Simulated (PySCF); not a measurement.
Runs of PySCF 2.14.0 on BN. Symmetry: F-43m, No. 216, cubic system. Conventional cell: a = 3.626 Å, b = 3.626 Å, c = 3.626 Å, α = 90.00°, β = 90.00°, γ = 90.00°. N (site symmetry -43m) has 4 B at 1.57 Å as nearest neighbours. B (site symmetry -43m) is surrounded by 4 N at 1.57 Å. The cell is a database's computed one.

```tsv
task	level	potentials or basis	exponents discarded below (exp_to_discard)	conv_tol	relativity	exxdiv	three-centre integrals	gap on the mesh (eV)
atomic charges	LDA	pob-tzvp-rev2 (all-electron)	0.1 1/bohr^2	1e-07 Ha	none	-	-	3.99
atomic charges	r2SCANh	pob-tzvp-rev2 (all-electron)	0.1 1/bohr^2	1e-07 Ha	none	ewald	read from an earlier run's file	(a)
CCSD correlation energy	HF	DZVP-MOLOPT-SR/GTH-PBE (potentials made for PBE)	0.02 1/bohr^2	1e-08 Ha	-	ewald	read from an earlier run's file	15.53
excitation energies (Tamm-Dancoff)	HF	pob-tzvp-rev2 (all-electron)	0.1 1/bohr^2	1e-08 Ha	none	ewald	read from an earlier run's file	(b)
atomic charges	B3LYP	pob-tzvp-rev2 (all-electron)	0.1 1/bohr^2	1e-07 Ha	none	ewald	read from an earlier run's file	6.71
atomic charges	PBEsol	pob-tzvp-rev2 (all-electron)	0.1 1/bohr^2	1e-07 Ha	none	-	read from an earlier run's file	3.96
atomic charges	r2SCAN0	pob-tzvp-rev2 (all-electron)	0.1 1/bohr^2	1e-07 Ha	none	ewald	read from an earlier run's file	7.22
```

Alike in all rows: no spin polarisation; cell as given; k mesh 2 × 2 × 2; smearing fixed; the mesh is coarse, so values aren't converged.

Question: Fill in the values left out.

Answer: (a) 5.72; (b) 15.60.

Caveats: all runs use coarse meshes; the basis of atomic orbitals isn't converged, which shifts pressures, moduli and gaps; the default atom-centred grid shifts energies of crystals by up to some 10 meV an atom and pressures by some 0.5 GPa (some runs); on so small a mesh gaps with full-range exact exchange can be off by tenths of an eV to over 1 eV (some runs); mesh and basis are far too small for converged many-body values: gaps can be off by tenths of an eV to over 1 eV, and much correlation energy is missing (some runs); the iterative solver can pass over a root and still report convergence (some runs).

A k mesh can miss the band edges.

A gap of «none» marks a metal or a gap under the smearing width.

Not every run made on this cell is shown here.
